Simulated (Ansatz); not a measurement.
**TePb: equation of state with rPW86-PBE+rVV10**

TePb:

```
Pb Te
1.0
     0.00000    3.23100    3.23100
     3.23100    0.00000    3.23100
     3.23100    3.23100    0.00000
Pb Te
1 1
Direct
  0.00000 0.00000 0.00000
  0.50000 0.50000 0.50000
```

```yaml
Program: Ansatz 0.2.0
Task: equation of state
Functional: rPW86-PBE
Dispersion: rVV10
Potentials_or_basis: Ansatz PAW
Cutoff: 420 eV
Density_cutoff: 2100 eV
k_mesh: 7 × 7 × 7
Occupations: fermi-dirac, width 0.05 eV
Spin: no spin polarisation
```

```
Equilibrium volume : 35.88 Å³/atom (rough: see the caveat)
Bulk modulus       : 40 GPa (rough)
```

Energy against volume, from the lowest point:
```tsv
volume (Å³/atom)	energy (meV/atom)
31.706	76.35
32.380	51.64
33.055	32.40
33.730	18.07
34.404	8.18
35.079	2.28
35.753	0.00
```

All runs of the series together: 10 s on 2 threads of Arm Neoverse V2 (shared host).

Caveat: the potentials were made for another functional, which shifts forces and pressure; the minimum lies outside the volumes run. The run has no spin-orbit coupling, so splittings on Pb, Te are missing.
